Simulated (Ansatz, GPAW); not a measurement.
This is a calculation of B for GPAW 26.7.0 (ASE script). This isn't the form of B at room conditions, which is rhombohedral.

File run.py:

```python
from ase import Atoms
from ase.dft.bandgap import bandgap
from ase.io import write
from ase.units import Bohr, GPa
from gpaw import GPAW, PW
from gpaw.elf import elf_from_dft_calculation

atoms = Atoms(['B'],
              cell=[[2.34611, 0.0, 0.0],
                    [0.0, 2.34611, 0.0],
                    [0.0, 0.0, 1.58579]],
              scaled_positions=[[0.5, 0.5, 0.5]],
              pbc=True)

calc = GPAW(mode=PW(800),
            xc='PBE',
            kpts={'size': (11, 11, 16), 'gamma': True},
            occupations={'name': 'fermi-dirac', 'width': 0.05},
            nbands=7,
            convergence={'density': 1e-05, 'energy': 1e-05},
            maxiter=150,
            txt='gpaw.txt')
atoms.calc = calc
energy = atoms.get_potential_energy()
forces = atoms.get_forces()
stress = atoms.get_stress()
calc.write('gs.gpw')
write('result.traj', atoms)
print(f'Energy: {energy:.6f} eV')
print('Forces (eV/A):')
print(forces.round(4))
print('Stress (GPa):', (stress / GPa).round(3))
print('Fermi level:', round(calc.get_fermi_level(), 4), 'eV')
print(f'Gap: {bandgap(calc)[0]:.4f} eV, direct: {bandgap(calc, direct=True)[0]:.4f} eV')

# fields on the real-space grid
write('density.cube', atoms, data=calc.get_pseudo_density() * Bohr**3)
write('potential.cube', atoms, data=calc.get_electrostatic_potential())
write('elf.cube', atoms, data=elf_from_dft_calculation(calc).data)
```

Potentials or basis: GPAW PAW data sets (gpaw-data 1.2.1), pw.

Launch:

```sh
$ OMP_NUM_THREADS=1 python run.py
```

**Question.** Translate it to Ansatz 0.2.0. Potentials or basis there: all-electron LAPW, scalar-relativistic.

**Answer.** As run (cutoffs and basis follow the program's own potentials, and thresholds, step limits or extra output files can differ):

File input.yaml:

```yaml
crystal:
  lattice:
    - [2.34611, 0.0, 0.0]
    - [0.0, 2.34611, 0.0]
    - [0.0, 0.0, 1.58579]
  atoms:
    - { symbol: B, position: [0.5, 0.5, 0.5] }
kpoints:
  mp_grid: { grid: [11, 11, 16] }
scf:
  occupations: { method: fermi_dirac, width: 0.05 }
hamiltonian:
  xc: pbe
  pseudopotentials: { kind: all_electron, lapw: { basis_error: 0.001 } }
output:
  forces: true
  stress: true
  eigenvalues: true
  populations: true
```

Potentials or basis: all-electron LAPW, scalar-relativistic.

Run with:

```bash
$ ansatz run input.yaml --threads 1 --pin off --max-ram 3072MiB --backend cpu --events-out ev --progress --plain --runs-dir out
```

Both were run:

|  | GPAW | Ansatz |
| --- | --- | --- |
| Pressure | -0.6 GPa | -0.4 GPa |

Where Ansatz's input types no cutoff or centring, it takes its own default and a Γ-centred mesh.

Pressure is positive in compression.
